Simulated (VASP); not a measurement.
The system is SnO2.

```xyz
12
Lattice="-3.2155 3.3740 3.3739 3.2155 -3.3740 3.3739 3.2155 3.3740 -3.3739" Properties=species:S:1:pos:R:3 pbc="T T T"
Sn    3.2155    1.6870   -1.6864
Sn    0.0000    1.6870    5.0604
Sn    1.6077    1.6870    1.6870
Sn   -1.6077    1.6870    1.6870
O     1.6075    1.6870   -0.3796
O     3.2155    2.9944    1.6872
O     1.6080   -1.6870    2.9943
O     3.2155    0.3796    1.6872
O     0.0000    2.9944    1.6867
O     0.0000    0.3796    1.6867
O     1.6075    5.0610    0.3796
O     1.6080    1.6870    3.7536
```

The cell is a database's computed one.

Base run:

```yaml
Program: VASP 6.6.1
Functional: PBEsol
Potentials_or_basis: VASP PAW PBE potentials, release 64 (Sn_d, O_h)
Cutoff: 900 eV
k_mesh: 6 × 6 × 6
Occupations: gaussian, width 0.02 eV
Spin: no spin polarisation
```

Its results: band gap on the k mesh 0.90 eV; pressure -0.3 GPa; largest force 0.004 eV/Å.

Problem. The run is repeated on the same cell with these changes: functional from PBEsol to r2SCAN; potentials or basis from VASP PAW PBE potentials, release 64 (Sn_d, O_h) to VASP PAW PBE potentials, release 64 (Sn_d, O); cutoff from 900 eV to 520 eV. What comes out?

Solution. Band gap on the k mesh 1.68 eV; pressure -1.0 GPa; largest force 0.043 eV/Å.

Caveats: the PAW data sets were made with another functional, which shifts forces and pressure a little; spin-orbit coupling is left out, which moves the levels of the heavy elements; the cutoff is under 1.25 times the usual one of these potentials, so pressure, stress and relaxed cells hold a basis-set (Pulay) error (some runs).

A k mesh can miss the band edges.

Not every run made on this cell is shown here.
